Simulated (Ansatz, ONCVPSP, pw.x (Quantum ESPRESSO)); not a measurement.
# pw.x on bcc Pt: one setting changed

Potential: optimised norm-conserving Vanderbilt (ONCV), ONCVPSP 4.0.1.1 (patched build), PBE; core [Kr] 4d10 4f14, reference 5s2 5p6 5d9 6s1; waves: 5s+6s: rc 1.80 bohr, ncon 3, nbas 6, qcut 8.5 1/bohr, 2 projectors; 5p: rc 1.70 bohr, ncon 5, nbas 9, qcut 9.3 1/bohr, 2 projectors, debl 3.1 Ha; 5d: rc 1.35 bohr, ncon 4, nbas 8, qcut 6.6 1/bohr, 3 projectors, debl 2.5 Ha; local part: polynomial inside 1.30 bohr (lpopt 5, dvloc0 1 Ha); core correction: none.

The reference run (k-mesh 15³, cutoffs 85/340 Ry, Fermi–Dirac 0.01 Ry, mixing_beta 0.4, conv_thr 1e-9, no spin) gives -1.88 GPa at 15.859 Å³/atom, where all-electron LAPW gives -0.19 GPa. This run, with its own iteration cap, changes diagonalization to cg.

```
&control
  calculation='scf', prefix='x', pseudo_dir='./', outdir='./tmp', tstress=.true., disk_io='none'
/
&system
  ibrav=0, nat=1, ntyp=1, ecutwfc=85, ecutrho=340, nbnd=17,
  occupations='smearing', smearing='fd', degauss=0.01
/
&electrons
  conv_thr=1e-09, mixing_beta=0.4, electron_maxstep=50, diagonalization='cg'
/
ATOMIC_SPECIES
Pt 1.0 Pt.UPF
CELL_PARAMETERS angstrom
  -1.58272430 1.58272430 1.58272430
  1.58272430 -1.58272430 1.58272430
  1.58272430 1.58272430 -1.58272430
ATOMIC_POSITIONS crystal
Pt 0.0000 0.0000 0.0000
K_POINTS automatic
15 15 15 0 0 0
```

```bash
pw.x < Pt.scf.in > Pt.scf.out
```

How does the run end?

It converges in 9 iterations; the free energy moves by +0.0 meV/atom and the pressure by -0.01 GPa. The result is that of the reference run.

```
Message from routine setup:
     using ibrav=0 with symmetry is DISCOURAGED, use correct ibrav instead
     lattice parameter (alat)  =       5.1804  a.u.
     unit-cell volume          =     107.0218 (a.u.)^3
     number of electrons       =        18.00
     number of Kohn-Sham states=           17
     kinetic-energy cutoff     =      85.0000  Ry
     charge density cutoff     =     340.0000  Ry
     scf convergence threshold =      1.0E-09
     Exchange-correlation= PBE
     number of k points=   120  Fermi-Dirac smearing, width (Ry)=  0.0100
     iteration #  1     ecut=    85.00 Ry     beta= 0.40
     total energy              =    -241.39030240 Ry
     estimated scf accuracy    <       0.07355576 Ry
     iteration #  2     ecut=    85.00 Ry     beta= 0.40
     total energy              =    -241.39895157 Ry
     estimated scf accuracy    <       0.00406714 Ry
     iteration #  3     ecut=    85.00 Ry     beta= 0.40
     total energy              =    -241.39953883 Ry
     estimated scf accuracy    <       0.00079343 Ry
     [... 3 iterations left out ...]
     iteration #  7     ecut=    85.00 Ry     beta= 0.40
     total energy              =    -241.39968023 Ry
     estimated scf accuracy    <       0.00000583 Ry
     iteration #  8     ecut=    85.00 Ry     beta= 0.40
     total energy              =    -241.39968205 Ry
     estimated scf accuracy    <       0.00000013 Ry
     iteration #  9     ecut=    85.00 Ry     beta= 0.40
     the Fermi energy is    21.7781 ev
!    total energy              =    -241.39968209 Ry
     estimated scf accuracy    <          3.2E-10 Ry
     smearing contrib. (-TS)   =      -0.00442409 Ry
     The total energy is F=E-TS. E is the sum of the following terms:
     one-electron contribution =     -61.40702522 Ry
     hartree contribution      =      40.33118125 Ry
     xc contribution           =     -23.20390637 Ry
     ewald contribution        =    -197.11550766 Ry
     convergence has been achieved in   9 iterations
          total   stress  (Ry/bohr**3)                   (kbar)     P=      -18.94
     Message from routine punch:
     Nothing written, as per user request (disk_io='none')
```

The run took about 74 s on one core of a shared host (Neoverse-N1, 64 threads, 124 GiB, load 58).
